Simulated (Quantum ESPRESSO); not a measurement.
Runs of Quantum ESPRESSO 7.5 on FeO. The structure is trigonal, space group R-3m (No. 166). Conventional cell: a = 3.035 Å, b = 3.035 Å, c = 7.547 Å, α = 90.00°, β = 90.00°, γ = 120.00°. Fe (site symmetry -3m) is surrounded by 6 O at 2.16 Å. Around O (site symmetry -3m) lie 6 Fe at 2.16 Å. 

```tsv
level	potentials or basis	U	cutoff (eV)	gap on the mesh (eV)	pressure (GPa)	moment (μB)
PBE+U	GBRV 1.5 PBE	Fe d U = 2 eV	762	none	2.0	4.00
PBE+U	GBRV 1.5 PBE	Fe d U = 6 eV	762	none	6.9	4.00
PBE	JTH 2.0 PBE	-	735	none	(c)	4.00
PBE+U	GBRV 1.5 PBE	Fe d U = 3 eV	762	none	3.2	4.00
PBE+U	GBRV 1.5 PBE	Fe d U = 4 eV	762	none	4.7	4.00
PBE+U	GBRV 1.5 PBE	Fe d U = 5 eV	762	none	5.3	4.00
PBE+U	GBRV 1.5 PBE	Fe d U = 1 eV	762	none	(a)	4.00
PBE+U	GBRV 1.5 PBE	Fe d U = 8 eV	762	none	(b)	4.00
```

Alike in all rows: task single point; spin collinear, ferromagnetic start; cell as given; k mesh 8 × 8 × 8; smearing gaussian 0.05 eV.

Fill in the values left out.

(a) 0.3; (b) 9.9; (c) -0.9.

Caveats: a cell with one magnetic atom can't hold antiferromagnetic order, which such compounds often take; semilocal functionals often make such compounds metallic where correlation or magnetic order opens a gap, which also shifts bond lengths (some runs).

A gap of «none» marks a metal or a gap under the smearing width.
